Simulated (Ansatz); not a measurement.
Runs of Ansatz 0.2.0 on Cu. It takes space group Cmcm (No. 63, orthorhombic). The conventional cell has a = 2.437 Å, b = 7.953 Å, c = 2.475 Å, α = 90.00°, β = 90.00°, γ = 90.00°. Around Cu (site symmetry m2m) lie 10 Cu at 2.44 to 2.54 Å. This isn't the form of Cu at room conditions, which is fcc.

```tsv
potentials or basis	cutoff (eV)	basis error allowed	pressure (GPa)	largest force (eV/Å)
all-electron LAPW, scalar-relativistic	329	0.001 eV/atom	-1.5	0.01
all-electron PAW datasets made for the crystal	340	-	-1.5	0.01
all-electron LAPW, inner shells corrected to Dirac's equation	329	0.001 eV/atom	-1.5	0.01
all-electron LAPW, non-relativistic	330	0.001 eV/atom	2.6	(a)
```

Alike in all rows: task band structure; level PBEsol; no spin polarisation; cell as given; k mesh 11 × 11 × 11; smearing fermi-dirac 0.05 eV.

Q: Fill in the values left out.

A: (a) 0.03.

The runs don't all hold the same shells in valence.
